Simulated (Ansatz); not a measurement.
Level of theory: DFT PBE, scalar-relativistic, plane waves, PAW (Ansatz). Settings: cutoff 420 eV, Γ-centred meshes spaced at most about 0.3 Å⁻¹, and about 0.25 Å⁻¹ or finer for metals (2π included), Gaussian smearing. No spin polarisation.

Each guess is relaxed in cell and atoms at zero pressure, on a coarse mesh first where it starts far from rest and then on a converged one. The steps can't lower the symmetry of the start, but it can rise. Energies are static (0 K, no zero-point motion).

Two unrelaxed guesses for InSb5:

A.

```
In Sb
1.0
     3.53250    0.00000    0.00000
     0.00000    3.53250    0.00000
     0.00000    0.00000   14.96354
In Sb
1 5
Direct
  0.50000 0.50000 0.00000
  0.50000 0.50000 0.33448
  0.50000 0.50000 0.66552
  0.00000 0.00000 0.17599
  0.00000 0.00000 0.82401
  0.00000 0.00000 0.50000
```

B.

```
In Sb
1.0
     6.50466    0.00000    0.00000
     0.00000    6.50466    0.00000
     0.00000    0.00000    4.72185
In Sb
1 5
Direct
  0.00000 0.00000 0.50000
  0.66640 0.66640 0.00000
  0.33360 0.33360 0.00000
  0.66640 0.33360 0.00000
  0.33360 0.66640 0.00000
  0.00000 0.00000 0.00000
```

**Question.** Which guess leads to the lower structure, and by how much?

**Answer.** A ends lower, by 0.31 eV/atom. A: P4/mmm at 31.1 Å³/atom → P4/mmm at 28.3 Å³/atom; B: P4/mmm at 33.3 Å³/atom → P4/mmm at 52.5 Å³/atom. Counting Sb atoms around In (those within 1.25 times the shortest such distance or 1.15 times the sum of covalent radii, 1.27 where that leaves under three; the shortest distance is added where it exceeds 1.18 times the sum of covalent radii), the end of A has In 8 from 3.6 Å and the end of B has In 2. The end of B holds Sb–Sb nets (shortest 2.83 Å); in the end of A the shortest Sb–Sb distance is 3.16 Å, near bonding range too. End of A. Conventional cell: a = 3.162 Å, c = 16.966 Å. In is surrounded by 4 In at 3.16 Å and 8 Sb at 3.58 Å; Sb on a site of symmetry 4mm has 4 Sb at 3.16 Å, 4 Sb at 3.49 Å and 4 Sb at 3.75 Å; around Sb on a second site of symmetry 4mm lie 4 Sb at 3.16 Å, 4 In at 3.58 Å and 4 Sb at 3.75 Å; 1 more site not described. End of B. Conventional cell: a = 7.083 Å, c = 6.283 Å. Around In lie 2 Sb at 3.14 Å; Sb on a site of symmetry m2m has 2 Sb at 2.83 Å and 1 Sb at 3.01 Å; Sb on a site of symmetry 4/mmm is surrounded by 4 Sb at 3.01 Å and 2 In at 3.14 Å.

Ends held by symmetry can be saddle points. Even the lowest of the cells shown lies +0.24 eV/atom against the elements. Weakly bound directions are ill-defined at this level, which has no dispersion term (P4/mmm at 28.3 Å³/atom), and this can change margins and order among such cells. These runs have no spin–orbit coupling, which can matter for Sb. Some candidate types were left out of the draw beforehand, so a known form may be missing.
